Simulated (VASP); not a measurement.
# From one sheet to two: blue phosphorene

Aim: relax blue phosphorene, place its levels against the vacuum, then find how two sheets stack and bind.

Calculated with VASP 6.6.1; optB86b-vdW; plane waves and PAW (P).

This is a report of a sequence of runs, with most program output left out.

## 1. The starting structure

The cell holds 2 atoms: 2 P. Cell: a = 3.280 Å, b = 3.280 Å, c = 22.000 Å, α = 90.0°, β = 90.0°, γ = 120.0°. Vacuum lies along c.

As a file:

```xyz
2
Lattice="3.2800 0.0000 0.0000 -1.6400 2.8406 0.0000 0.0000 0.0000 22.0000" Properties=species:S:1:pos:R:3
P     0.0000    1.8937   10.3800
P     1.6400    0.9469   11.6200
```

## 2. Relaxing the monolayer

The sheet's cell relaxes in its plane with the atoms, while the vacuum is kept.

Input file INCAR:

```
SYSTEM = P
PREC = Normal
ENCUT = 350
EDIFF = 1E-06
NELM = 120
ISMEAR = 0
SIGMA = 0.03
LREAL = .FALSE.
ALGO = Normal
GGA = MK
AGGAC = 0
LUSE_VDW = .TRUE.
PARAM1 = 0.1234
PARAM2 = 1
LASPH = .TRUE.
NBANDS = 11
LORBIT = 11
LWAVE = .FALSE.
LCHARG = .FALSE.
KPAR = 4
IBRION = 2
NSW = 50
ISIF = 3
EDIFFG = -0.015
POTIM = 0.4
IDIPOL = 3
LDIPOL = .TRUE.
DIPOL = 0.5 0.5 0.5
LATTICE_CONSTRAINTS = .TRUE. .TRUE. .FALSE.
```

Input file POSCAR:

```
P
1.0
    3.2800000000      0.0000000000      0.0000000000
   -1.6400000000      2.8405633244      0.0000000000
    0.0000000000      0.0000000000     22.0000000000
P
2
Direct
    0.3333333333      0.6666666667      0.4718181818
    0.6666666667      0.3333333333      0.5281818182
```

Input file KPOINTS:

```
Automatic mesh
0
Gamma
12 12 1
0 0 0
```

Potentials, in the order of the species: P (PBE family, release 64).

Started as:

```bash
$ mpirun -np 4 vasp_std
```

Run time: 2.6 min. Hardware: 4 MPI ranks of Intel Xeon Platinum 8375C at 2.90GHz (Ice Lake), shared host; peak memory 1.4 GiB; 10 min of CPU time.

The gap is read on the k-mesh alone, so it is an upper bound where the band edges lie off the mesh. The PAW data sets were made with PBE, which is usual practice but a small mismatch for other functionals. The run keeps the 12 symmetry operations of its start, so it cannot find a distortion of lower symmetry.

Relaxation path:

```csv
step,energy less that of the first step (eV),largest force (eV/Å),pressure (GPa),volume (Å³)
1,0.0000,0.0481,-0.08,204.98
2,-0.0007,0.0249,0.00,203.60
3,-0.0008,0.0220,0.01,203.42
4,-0.0008,0.0095,-0.01,203.48
```

```csv
cell as run,before,after,change
a (Å),3.280,3.268,-0.4 %
b (Å),3.280,3.268,-0.4 %
```

The relaxed structure:

```
P
1.0
     3.26798    0.00000    0.00000
    -1.63399    2.83016    0.00000
     0.00000    0.00000   22.00000
P
2
Direct
  0.33333 0.66667 0.47168
  0.66667 0.33333 0.52832
```

This step gave:

* electronic steps: 32
* electrons: 10
* free energy (TOTEN): -7.952 eV
* Fermi energy: -3.999 eV
* metallic: no
* dipole moment: 0, 0, 0 e·Å
* gap on the k-mesh: 2.031 eV
* least direct gap on the k-mesh: 2.276 eV

The run ended after 4 ionic steps, 0.001 eV below its first step, once forces and stress met EDIFFG = -0.015.

## 3. A second relaxation

The plane waves were chosen for the start cell, so the relaxation is repeated from its end.

INCAR: that of step 2 with these lines changed.

```diff
@@ -21,3 +21,3 @@
 IBRION = 2
-NSW = 50
+NSW = 30
 ISIF = 3
```

Input file POSCAR:

```
P
1.0
    3.2679840595      0.0000000000      0.0000000000
   -1.6339920297      2.8301572147      0.0000000000
    0.0000000000      0.0000000000     22.0000000000
P
2
Direct
    0.3333333333      0.6666666667      0.4716807075
    0.6666666667      0.3333333333      0.5283192925
```

KPOINTS is that of step 2.

Started as:

```bash
$ mpirun -np 4 vasp_std
```

The job ended after 65 s (4 MPI ranks; peak memory 1.4 GiB; 4.1 min of CPU time).

Little changed from the start: no atom moved by 0.005 Å and no cell edge by 0.1 %.

Numbers from this step:

| Quantity | Value |
| --- | --- |
| electronic steps | 18 |
| Fermi energy | -3.989 eV |

The start already met the threshold, so nothing moved.

## 4. Vacuum level and density of states

A static run writes the electrostatic potential without exchange and correlation (LVHAR), which is flat in the vacuum and gives the level to count from. The dipole correction cancels the field that unlike faces would set up across the vacuum.

Input file INCAR:

```
SYSTEM = P
PREC = Normal
ENCUT = 350
EDIFF = 1E-06
NELM = 120
ISMEAR = 0
SIGMA = 0.03
LREAL = .FALSE.
ALGO = Fast
GGA = MK
AGGAC = 0
LUSE_VDW = .TRUE.
PARAM1 = 0.1234
PARAM2 = 1
LASPH = .TRUE.
NBANDS = 11
LORBIT = 11
LWAVE = .FALSE.
LCHARG = .TRUE.
IDIPOL = 3
LDIPOL = .TRUE.
DIPOL = 0.5 0.5 0.5
LVHAR = .TRUE.
LVACPOTAV = .TRUE.
NEDOS = 1500
LELF = .TRUE.
```

POSCAR is that of step 3.

KPOINTS is that of step 3.

Input file KPOINTS_OPT:

```
Line mode
14
Line-mode
Reciprocal
  0.00000000   0.00000000   0.00000000 GAMMA
  0.50000000   0.00000000   0.00000000 M

  0.50000000   0.00000000   0.00000000 M
  0.33333333   0.33333333   0.00000000 K

  0.33333333   0.33333333   0.00000000 K
  0.00000000   0.00000000   0.00000000 GAMMA
```

Started as:

```bash
$ mpirun -np 4 vasp_std
```

Elapsed: 26 s, on 4 MPI ranks; peak memory 0.88 GiB.

Numbers from this step:

```yaml
electronic_steps: 19
fermi_energy: -4.043 eV
least_gap_on_mesh_and_path: 2.024 eV
least_direct_gap_on_mesh_and_path: 2.205 eV
vacuum_levels: 2.151, 2.151 eV
ionisation_potentials_of_the_upper_and_lower_face: 6.335, 6.335 eV
electron_affinities_of_the_upper_and_lower_face: 4.311, 4.311 eV
```

Electronic bands along the path, in eV, zero at the valence-band top; v1 is the highest filled band, c1 the lowest empty one:

```csv
point,v4,v3,v2,v1,c1,c2,c3,c4
Γ,-6.39,-0.44,-0.02,-0.02,3.99,4.02,4.02,4.99
0.46 of the way,-6.06,-3.58,-1.24,-0.07,2.50,5.31,5.32,5.92
M,-8.88,-3.09,-2.18,-1.33,2.15,3.55,5.41,6.44
0.46 of the way,-8.87,-4.01,-2.49,-1.27,3.11,4.16,5.00,6.83
K,-9.55,-5.27,-1.69,-1.69,2.21,5.56,5.56,8.36
0.46 of the way,-6.43,-3.82,-2.94,-0.02,3.56,4.20,6.02,6.62
Γ,-6.39,-0.44,-0.02,-0.02,3.99,4.02,4.02,4.99
```

Zero at the Fermi level. Planar average of the electrostatic potential against height:

```csv
height (Å),planar average of the electrostatic potential (eV)
0,6.19
1,6.19
2,6.19
3,6.19
4,6.19
5,6.19
6,6.19
7,6.19
8,6.13
9,5.17
10,-8.32
11,-9.20
12,-8.32
13,5.17
14,6.13
15,6.19
16,6.19
17,6.19
18,6.19
19,6.19
20,6.19
21,6.19
```

ELF in the ca plane at fractional y = 0.333, with atoms of P within 0.2 Å of it. It is the smooth field of the valence electrons, not physical close to the nuclei.

Values, 5 rows by 16 columns, each cell a mean:
```
0.00 0.00 0.00 0.00 0.00 0.00 0.01 0.01 0.10 0.33 0.68 0.80 0.83 0.31 0.09 0.00
0.00 0.00 0.00 0.00 0.00 0.00 0.00 0.00 0.02 0.14 0.46 0.68 0.95 0.54 0.15 0.00
0.00 0.00 0.00 0.00 0.00 0.00 0.01 0.01 0.12 0.33 0.68 0.79 0.83 0.32 0.09 0.01
0.00 0.00 0.00 0.00 0.00 0.00 0.01 0.07 0.48 0.68 0.60 0.40 0.22 0.04 0.05 0.00
0.00 0.00 0.00 0.00 0.00 0.00 0.02 0.07 0.49 0.69 0.60 0.38 0.20 0.03 0.04 0.01
```
Columns run along c (16.0 Å, from fractional 0.03 to 0.76 of the cell), rows up along a (3.3 Å). Atoms in or near the plane, at fractional coordinates: P at (0.53, 0.67).

Valence density in the ca plane at fractional y = 0.333, with atoms of P within 0.2 Å of it. It is the smooth field of the valence electrons, not physical close to the nuclei.

Values in e/Å³, 5 rows by 16 columns, each cell a mean:
```
0.00 0.00 0.00 0.00 0.00 0.00 0.00 0.00 0.03 0.17 0.55 0.52 0.11 0.01 0.00 0.00
0.00 0.00 0.00 0.00 0.00 0.00 0.00 0.00 0.02 0.12 0.44 0.41 0.19 0.01 0.00 0.00
0.00 0.00 0.00 0.00 0.00 0.00 0.00 0.00 0.03 0.17 0.56 0.53 0.11 0.01 0.00 0.00
0.00 0.00 0.00 0.00 0.00 0.00 0.00 0.00 0.05 0.29 0.37 0.18 0.03 0.00 0.00 0.00
0.00 0.00 0.00 0.00 0.00 0.00 0.00 0.00 0.05 0.29 0.36 0.17 0.03 0.00 0.00 0.00
```
Columns run along c (16.0 Å, from fractional 0.03 to 0.76 of the cell), rows up along a (3.3 Å). Atoms in or near the plane, at fractional coordinates: P at (0.53, 0.67).

The vacuum level lies 6.33 eV above the highest filled level at the upper face; both faces agree, as the slab has next to no dipole.

The program found no field-free point at its default tolerance, but its printed level agrees with the flat part of the planar average.

## 5. The slab in a field, field -0.1

A field across the slab, with the atoms held, gives the electronic response: the dipole changes linearly with the field, and the energy has a linear term from the slab's own dipole and a quadratic one from its polarisability.

INCAR: that of step 4 with these lines changed.

```diff
@@ -18,3 +18,4 @@
 LWAVE = .FALSE.
-LCHARG = .TRUE.
+LCHARG = .FALSE.
+KPAR = 4
 IDIPOL = 3
@@ -22,5 +23,2 @@
 DIPOL = 0.5 0.5 0.5
-LVHAR = .TRUE.
-LVACPOTAV = .TRUE.
-NEDOS = 1500
-LELF = .TRUE.
+EFIELD = -0.1
```

POSCAR is that of step 4.

KPOINTS is that of step 4.

Started as:

```bash
$ mpirun -np 4 vasp_std
```

Run time: 55 s. Hardware: 4 MPI ranks; peak memory 1.4 GiB.

This step gave:

* electronic steps: 20
* free energy (TOTEN): -7.953 eV
* Fermi energy: -3.977 eV
* dipole moment: 0, 0, -0.01939 e·Å

Energy at zero smearing: -7.95256 eV.

## 6. The slab in a field, field 0.1

INCAR: that of step 5 with these lines changed.

```diff
@@ -23,2 +23,2 @@
 DIPOL = 0.5 0.5 0.5
-EFIELD = -0.1
+EFIELD = 0.1
```

POSCAR is that of step 5.

KPOINTS is that of step 5.

Started as:

```bash
$ mpirun -np 4 vasp_std
```

Elapsed: 55 s, on 4 MPI ranks; peak memory 1.4 GiB; 3.6 min of CPU time.

This step gave:

- Fermi energy: -4 eV
- dipole moment: 0, 0, 0.01938 e·Å

Energy at zero smearing: -7.95256 eV.

## 7. A rigid stacking

System of this step: bilayer of blue phosphorene. The cell holds 4 atoms: 4 P. Its edges and angles: a = 3.268 Å, b = 3.268 Å, c = 22.592 Å, α = 90.0°, β = 90.0°, γ = 120.0°. upper sheet same orientation, shifted by (0.00, 0.00). Vacuum lies along c.

Two rigid sheets are set at a typed distance in several high-symmetry stackings, to find where to start. The upper sheet is shifted or turned in the plane and never flipped over.

INCAR: that of step 6 with these lines changed.

```diff
@@ -3,3 +3,3 @@
 ENCUT = 350
-EDIFF = 1E-06
+EDIFF = 1E-05
 NELM = 120
@@ -15,3 +15,3 @@
 LASPH = .TRUE.
-NBANDS = 11
+NBANDS = 16
 LORBIT = 11
@@ -23,2 +23 @@
 DIPOL = 0.5 0.5 0.5
-EFIELD = 0.1
```

Input file POSCAR:

```
P
1.0
    3.2679840595      0.0000000000      0.0000000000
   -1.6339920297      2.8301572147      0.0000000000
    0.0000000000      0.0000000000     22.5920977400
P
4
Direct
    0.3333333300      0.6666666700      0.3762377500
    0.6666666700      0.3333333300      0.4313919400
    0.3333333300      0.6666666700      0.5686080600
    0.6666666700      0.3333333300      0.6237622500
```

KPOINTS is that of step 6.

Started as:

```bash
$ mpirun -np 4 vasp_std
```

It took 33 s on 4 MPI ranks; peak memory 1.4 GiB; 2.1 min of CPU time.

Numbers from this step:

```yaml
electronic_steps: 12
electrons: 20
free_energy_toten: -16.08 eV
fermi_energy: -1.290 eV
dipole_moment: 0, 0, 0 e·Å
gap_on_the_k_mesh: 0.9304 eV
least_direct_gap_on_the_k_mesh: 1.734 eV
```

Energy at zero smearing: -16.08370 eV.

## 8. A rigid stacking

INCAR is that of step 7.

POSCAR: that of step 7 with these lines changed.

```diff
@@ -10,3 +10,3 @@
     0.6666666700      0.3333333300      0.4313919400
-    0.3333333300      0.6666666700      0.5686080600
-    0.6666666700      0.3333333300      0.6237622500
+    0.6666666700      0.3333333300      0.5686080600
+    0.0000000000      1.0000000000      0.6237622500
```

KPOINTS is that of step 7.

Started as:

```bash
$ mpirun -np 4 vasp_std
```

Run time: 36 s. Hardware: 4 MPI ranks; peak memory 1.4 GiB; 2.3 min of CPU time.

Energy at zero smearing: -15.82882 eV.

## 9. A rigid stacking

INCAR is that of step 8.

POSCAR: that of step 8 with these lines changed.

```diff
@@ -10,3 +10,3 @@
     0.6666666700      0.3333333300      0.4313919400
-    0.6666666700      0.3333333300      0.5686080600
-    0.0000000000      1.0000000000      0.6237622500
+    1.0000000000      0.0000000000      0.5686080600
+    0.3333333300      0.6666666700      0.6237622500
```

KPOINTS is that of step 8.

Started as:

```bash
$ mpirun -np 4 vasp_std
```

Elapsed: 31 s, on 4 MPI ranks; peak memory 1.4 GiB; 2 min of CPU time.

Energy at zero smearing: -16.04577 eV.

## 10. A rigid stacking

INCAR is that of step 9.

POSCAR: that of step 9 with these lines changed.

```diff
@@ -10,3 +10,3 @@
     0.6666666700      0.3333333300      0.4313919400
-    1.0000000000      0.0000000000      0.5686080600
+    0.6666666700      0.3333333300      0.5686080600
     0.3333333300      0.6666666700      0.6237622500
```

KPOINTS is that of step 9.

Started as:

```bash
$ mpirun -np 4 vasp_std
```

It took 33 s on 4 MPI ranks; peak memory 1.4 GiB; 2.1 min of CPU time.

Energy at zero smearing: -15.78782 eV.

## 11. A rigid stacking

INCAR is that of step 10.

POSCAR: that of step 10 with these lines changed.

```diff
@@ -10,3 +10,3 @@
     0.6666666700      0.3333333300      0.4313919400
-    0.6666666700      0.3333333300      0.5686080600
-    0.3333333300      0.6666666700      0.6237622500
+    0.0000000000      1.0000000000      0.5686080600
+    0.6666666700      0.3333333300      0.6237622500
```

KPOINTS is that of step 10.

Started as:

```bash
$ mpirun -np 4 vasp_std
```

The job ended after 30 s (4 MPI ranks; peak memory 1.4 GiB).

Energy at zero smearing: -16.08034 eV.

## 12. Relaxing the bilayer

The lowest stacking relaxes at the monolayer's lattice.

INCAR: that of step 11 with these lines changed.

```diff
@@ -3,3 +3,3 @@
 ENCUT = 350
-EDIFF = 1E-05
+EDIFF = 1E-06
 NELM = 120
@@ -20,2 +20,8 @@
 KPAR = 4
+IBRION = 2
+NSW = 50
+ISIF = 2
+EDIFFG = -0.015
+POTIM = 0.4
+MAXMIX = 40
 IDIPOL = 3
```

POSCAR: that of step 11 with these lines changed.

```diff
@@ -10,3 +10,3 @@
     0.6666666700      0.3333333300      0.4313919400
-    0.0000000000      1.0000000000      0.5686080600
+    0.3333333300      0.6666666700      0.5686080600
     0.6666666700      0.3333333300      0.6237622500
```

KPOINTS is that of step 11.

Started as:

```bash
$ mpirun -np 4 vasp_std
```

Run time: 9.3 min. Hardware: 4 MPI ranks; peak memory 1.4 GiB.

The steps of the relaxation:

```csv
step,energy less that of the first step (eV),largest force (eV/Å)
1,0.0000,0.0346
2,-0.0002,0.0329
3,-0.0007,0.0387
4,-0.0015,0.0506
5,-0.0029,0.0743
6,-0.0042,0.1227
7,-0.0044,0.1164
8,-0.0047,0.0936
9,-0.0053,0.0478
10,-0.0055,0.0514
11,-0.0056,0.0304
12,-0.0056,0.0277
13,-0.0056,0.0276
14,-0.0057,0.0248
15,-0.0058,0.0211
16,-0.0058,0.0180
17,-0.0058,0.0185
18,-0.0058,0.0096
```

The atoms that moved most (Å):

```csv
atom,dx,dy,dz,length
P4,0.000,0.000,0.097,0.097
P1,0.000,0.000,-0.097,0.097
P2,0.000,0.000,-0.096,0.096
P3,0.000,0.000,0.096,0.096
```

The relaxed structure:

```xyz
4
Lattice="3.2680 0.0000 0.0000 -1.6340 2.8302 0.0000 0.0000 0.0000 22.5921" Properties=species:S:1:pos:R:3
P     0.0000    1.8868    8.4032
P     1.6340    0.9434    9.6496
P     0.0000    1.8868   12.9425
P     1.6340    0.9434   14.1889
```

This step gave:

| Property | Result |
| --- | --- |
| electronic steps | 146 |
| free energy (TOTEN) | -16.09 eV |
| Fermi energy | -1.467 eV |
| dipole moment | 0, 0, 0 e·Å |
| gap on the k-mesh | 1.215 eV |
| least direct gap on the k-mesh | 1.823 eV |

The run ended after 18 ionic steps, 0.006 eV below its first step, once the forces on the free atoms met EDIFFG = -0.015.

## 13. Levels and bands of the bilayer

The same static run as for one sheet shows what the neighbour does to the levels.

INCAR: that of step 12 with these lines changed.

```diff
@@ -20,8 +20,2 @@
 KPAR = 4
-IBRION = 2
-NSW = 50
-ISIF = 2
-EDIFFG = -0.015
-POTIM = 0.4
-MAXMIX = 40
 IDIPOL = 3
@@ -29 +23,4 @@
 DIPOL = 0.5 0.5 0.5
+LVHAR = .TRUE.
+LVACPOTAV = .TRUE.
+NEDOS = 1500
```

Input file POSCAR:

```
P
1.0
    3.2679840595      0.0000000000      0.0000000000
   -1.6339920297      2.8301572147      0.0000000000
    0.0000000000      0.0000000000     22.5920977400
P
4
Direct
    0.3333333300      0.6666666700      0.3719510573
    0.6666666700      0.3333333300      0.4271217052
    0.3333333300      0.6666666700      0.5728782948
    0.6666666700      0.3333333300      0.6280489427
```

KPOINTS is that of step 12.

KPOINTS_OPT is that of step 4.

Started as:

```bash
$ mpirun -np 4 vasp_std
```

It took 38 s on 4 MPI ranks; peak memory 1.4 GiB.

This step gave:

| Quantity | Value |
| --- | --- |
| electronic steps | 13 |
| Fermi energy | -1.463 eV |
| least gap on mesh and path | 1.203 eV |
| least direct gap on mesh and path | 1.779 eV |
| vacuum levels | 4.19, 4.19 eV |
| ionisation potentials of the upper and lower face | 5.778, 5.778 eV |
| electron affinities of the upper and lower face | 4.575, 4.575 eV |

Electronic bands along the path, in eV, zero at the valence-band top; v1 is the highest filled band, c1 the lowest empty one:

```csv
point,v4,v3,v2,v1,c1,c2,c3,c4
Γ,-0.62,-0.58,-0.58,-0.13,3.40,3.42,3.42,3.44
0.46 of the way,-1.85,-1.80,-1.15,-0.08,1.83,2.05,4.61,4.62
M,-2.79,-2.74,-2.20,-1.73,1.45,1.58,2.59,3.51
0.46 of the way,-3.38,-2.85,-2.13,-1.68,2.37,2.47,3.38,3.74
K,-2.58,-2.58,-2.06,-2.06,1.20,1.94,4.39,4.39
0.46 of the way,-3.56,-3.50,-0.92,-0.33,2.85,3.28,3.37,3.81
Γ,-0.62,-0.58,-0.58,-0.13,3.40,3.42,3.42,3.44
```

The planar average of the electrostatic potential oscillates, so the rows of the table below give means over windows of 1 Å about each position, cut where the curve ends. Its maxima inside the range that stand out by 2 % of the span (Å: eV): 9.0: -9.79, 11.3: 4.74, 13.6: -9.79. Its minima: 8.5: -14.4, 9.6: -14.3, 13.0: -14.3, 14.1: -14.4.

Zero at the Fermi level. The planar average of the electrostatic potential by height; means over each step:

```csv
height (Å),planar average of the electrostatic potential (eV)
0,5.66
1,5.66
2,5.66
3,5.66
4,5.66
5,5.65
6,5.57
7,4.35
8,-7.42
9,-11.8
10,-8.23
11,3.92
12,1.00
13,-12.1
14,-12.3
15,-0.714
16,5.23
17,5.62
18,5.65
19,5.66
20,5.66
21,5.66
22,5.66
```

Density of states in the PAW spheres, an atom over height of the layer and energy from the Fermi level.

Ten even steps from '0' (0.000 states/eV) to '9' (0.481 states/eV), each cell a mean:
```
0000
1221
2222
2222
7667
9999
4444
4444
5555
6666
4444
5555
5555
6666
2222
1111
0000
0000
3333
4444
2222
3333
```
Columns: height of the layer (Å) from 8.4 to 14.2 (not evenly spaced); rows upwards: energy from the Fermi level (eV) from -7.9 to 0.5.

The map of layer states is cut here 0.5 eV above the Fermi level, so it leaves out the states above that.

The vacuum level lies 5.78 eV above the highest filled level at the upper face; both faces agree, as the slab has next to no dipole.

The program found no field-free point at its default tolerance, but its printed level agrees with the flat part of the planar average.

## 14. Putting the energies together

This step: monolayer and bilayer, optB86b-vdW; plane waves and PAW (VASP 6.6.1).

No new run; the numbers come from the runs before.

This step gave:

```
polarisability per area of the slab or monolayer : 0.3018 Å
binding energy                                   : -20.15 meV/Å²
interlayer gap                                   : 3.293 Å
bilayer gap                                      : 1.203 eV
bilayer level below vacuum                       : 5.778 eV
lattice a                                        : 3.268 Å
lattice b                                        : 3.268 Å
thickness                                        : 1.246 Å
monolayer gap                                    : 2.024 eV
ionisation potential at the upper face           : 6.335 eV
```

VASP counts both for electrons: a positive EFIELD is a field along -c, and a positive dipole, in electrons times A, points along -c. Field, by row:

```csv
EFIELD (eV/Å),dipole along z of the monolayer (e Å),energy change of the monolayer (eV)
-0.1,-0.01939,-9.71e-4
0,0,0
0.1,0.01938,-9.71e-4
```

Rigid sheets, 3.1 Å apart. Stackings, by row:

```csv
stacking,energy above the lowest (meV/Å²)
"same orientation, shift 0.00 0.00",0
"turned by 180 degrees, shift 0.33 0.67",0.3629
"same orientation, shift 0.67 0.33",4.101
"same orientation, shift 0.33 0.67",27.56
"turned by 180 degrees, shift 0.00 0.00",31.99
```

The polarisability is the slope of the dipole against the field, as a volume for each unit of area.

## 15. What came out

| Property | Result |
| --- | --- |
| lattice a | 3.27 Å |
| monolayer gap | 2.02 eV |
| binding energy | -20.1 meV/Å² |
| interlayer gap | 3.29 Å |
| bilayer gap | 1.20 eV |
| polarisability per area of the slab or monolayer | 0.302 Å |

**Reading.** The monolayer relaxes to a = 3.268 Å and has a gap of 2.02 eV. The ionisation potential is 6.33 eV at both faces. Of 5 rigid stackings the lowest has the upper sheet in the same orientation and shifted by (0.00, 0.00) in cell vectors, and the highest lies 32.0 meV/Å² above it. Relaxed, the sheets lie 3.29 Å apart and bind by 20.1 meV/Å². The next stacking lies close, and only the lowest was relaxed, so the order could change. The second sheet narrows the gap, to 1.20 eV. All runs are without spin polarisation. The bilayer keeps the monolayer's lattice, and only high-symmetry stackings were tried. Semilocal gaps are too small.

[Lines on the potential files, build, host, timing and source positions are cut from VASP's logs without a mark.]

[Logs are printed without paths, hosts, clocks, repeated set-up lines and the standing remarks that a program may print on its own settings, such as how far it seeks lower states.]

[Hosts, paths, dates, database ids (printed as entryN), source tags and the programs' standing remarks are cut or masked in the printed files.]

[Runs that stopped without an error message from VASP are left out.]
